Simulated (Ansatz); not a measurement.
I need a check of forces and pressure against finite differences of ZnO (distorted cell). Use the Python package of Ansatz (0.2.0). Use (first run): r2SCAN, PAW, cutoff 650 eV, 6×6×4 k-points, fixed occupations.

```cif
data_structure
_symmetry_space_group_name_H-M 'P 1'
_symmetry_Int_Tables_number 1
_cell_length_a 3.2493
_cell_length_b 3.2493
_cell_length_c 5.2057
_cell_angle_alpha 90.000
_cell_angle_beta 90.000
_cell_angle_gamma 120.000
_cell_volume 47.60
loop_
_atom_site_label
_atom_site_type_symbol
_atom_site_fract_x
_atom_site_fract_y
_atom_site_fract_z
_atom_site_occupancy
Zn1 Zn 0.33242 0.68030 0.49581 1
Zn2 Zn 0.67146 0.34012 0.00585 1
O1 O 0.65687 0.33523 0.38928 1
O2 O 0.33020 0.64814 0.87659 1
```

`fdcheck_zno.py`:
```python
'''Do the forces of ZnO match the slope of the free energy with displaced atoms.'''

from dataclasses import dataclass
import warnings

import ansatz as az
import numpy as np


@dataclass(frozen=True)
class Settings:
    occupations: str = 'fixed'
    xc: str = 'r2scan'
    ecut: int = 650
    kmesh: tuple[int, ...] = (6, 6, 4)
    scf_tol: float = 1e-09


cfg = Settings()

VECTORS = np.array([
    [3.24931, 0.0, 0.0],
    [-1.62465, 2.81398, 0.0],
    [0.0, 0.0, 5.20571],
])
SITES = [
    ('Zn', (0.33242, 0.6803, 0.49581)),
    ('Zn', (0.67146, 0.34012, 0.00585)),
    ('O', (0.65687, 0.33523, 0.38928)),
    ('O', (0.3302, 0.64814, 0.87659)),
]


def on_lattice(cell):
    crystal = az.Crystal(lattice=az.Lattice.of(cell))
    for symbol, position in SITES:
        crystal = crystal.atom(symbol, position)
    return crystal

warnings.simplefilter('ignore', az.DeckWarning)

def solve(crystal):
    return (
        crystal.calculation()
        .occupations(cfg.occupations)
        .functional(cfg.xc)
        .basis(cfg.ecut, xc_grid=2)
        .kpoints(*cfg.kmesh)
        .scf(tolerance=cfg.scf_tol)
        .forces()
        .stress()
        .run(threads=1)
    ).report


centre = solve(on_lattice(VECTORS))
start = on_lattice(VECTORS)
# central difference: F = -(E(+h) - E(-h)) / 2h
print(f'force on atom 0 along x: analytic {centre["forces_ev_ang"][0][0]:.4f} eV/A')
for h in (0.004, 0.016):
    shift = np.eye(3)[0] * h @ np.linalg.inv(VECTORS)
    plus, minus = (solve(start.move(0, to=np.array(SITES[0][1]) + sign * shift))['lagrangian_ev'] for sign in (1, -1))
    print(f'  step {h} A: numerical {-(plus - minus) / (2 * h):.4f} eV/A')
# P = -dF/dV; the difference feels the change of the plane-wave count with the cell
volume = abs(np.linalg.det(VECTORS))
larger, smaller = (solve(on_lattice(VECTORS * (1 + sign * 0.005) ** (1 / 3)))['lagrangian_ev'] for sign in (1, -1))
numerical = -(larger - smaller) / (0.01 * volume) * 160.21766
print(f'pressure: analytic {np.trace(centre["stress_gpa"]) / 3:.3f}, numerical {numerical:.3f} GPa')
```

Output of `python fdcheck_zno.py`:
```text
force on atom 0 along x: analytic -0.0544 eV/A
  step 0.004 A: numerical -0.0544 eV/A
  step 0.016 A: numerical -0.0545 eV/A
pressure: analytic -0.922, numerical -0.920 GPa
```

The program warned that this SCF threshold is loose for forces or stresses. Pressure is positive in compression. The cell is a database structure, distorted on purpose. The central difference errs as the square of the step, so the shorter step is the fairer test; what remains comes from the finite grid and the SCF threshold. The script silences the warnings on its input, which a real study should read. Wall time of the script: 3 min on 1 thread of Arm Neoverse V2, with other jobs on the host, peak memory 0.47 GiB.
